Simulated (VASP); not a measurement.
Input of a VASP 6.6.1 run:

The input INCAR:

```
  ALGO = Fast
  EDIFF = 1E-7
  ENCUT = 520
  GGA = RP
  ISIF = 2
  ISMEAR = -1
  LASPH = True
  LCHARG = True
  LELF = True
  LREAL = False
  LVHAR = True
  LWAVE = False
  NBANDS = 14
  NELM = 80
  PREC = Accurate
  SIGMA = 0.1
```

The input KPOINTS:

```
k-points
0
Gamma
  9 9 14
```

Contents of POSCAR:

```
P
1.0
    4.6506262642      0.0000000000      0.0000000000
   -2.3253131321      4.0275604883      0.0000000000
    0.0000000000      0.0000000000      2.6200932827
P
3
Direct
    1.0000000000      0.0000000000      0.0000000000
    0.3333333333      0.6666666667      0.5000000000
    0.6666666667      0.3333333333      0.5000000000
```

Potentials or basis: VASP PAW PBE potentials, release 64 (P).

Launch:

```sh
$ cat potpaw_PBE.64/P/POTCAR > POTCAR
$ mpirun -np 1 vasp_std > vasp.out
```

Problem. Estimate the pressure.

Solution. -8.6 GPa.

Problem. Estimate the band gap on the k mesh.

Solution. None (metal or under the smearing width).

Stress tensor (GPa, compression positive):
```
 -7.65   0.00   0.00
  0.00  -7.65   0.00
  0.00   0.00 -10.40
```

Caveat: the PAW data sets were made with another functional, which shifts forces and pressure a little.
